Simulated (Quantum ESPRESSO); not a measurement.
The system is MoS2.

```xyz
3
Lattice="1.5855 0.9154 6.1150 -1.5855 0.9154 6.1150 0.0000 -1.8308 6.1150" Properties=species:S:1:pos:R:3 pbc="T T T"
Mo    0.0000    0.0000    0.0000
S     0.0000    0.0000    4.5862
S     0.0000    0.0000   13.7587
```

Measurements of this composition are mostly on another form, of space group No. 194.

Base run:

- Program: Quantum ESPRESSO 7.5
- Functional: PBEsol
- Potentials or basis: GBRV 1.5 PBEsol
- Cutoff: 612 eV
- Density cutoff: 4898 eV
- k mesh: 10 × 10 × 10
- Occupations: fermi-dirac, width 0.05 eV
- Spin: no spin polarisation

Its results: band gap on the k mesh none (metal or under the smearing width); pressure 2.5 GPa; largest force 0.739 eV/Å.

Question: The run is repeated on the same cell with these changes: functional from PBEsol to LDA; potentials or basis from GBRV 1.5 PBEsol to GBRV 1.5 LDA. What comes out?

Answer: Band gap on the k mesh none (metal or under the smearing width); pressure -0.1 GPa; largest force 0.578 eV/Å.

Caveats: the cell's inner coordinates are idealised or old, which leaves forces on the atoms; some levels on the path didn't converge (some runs).
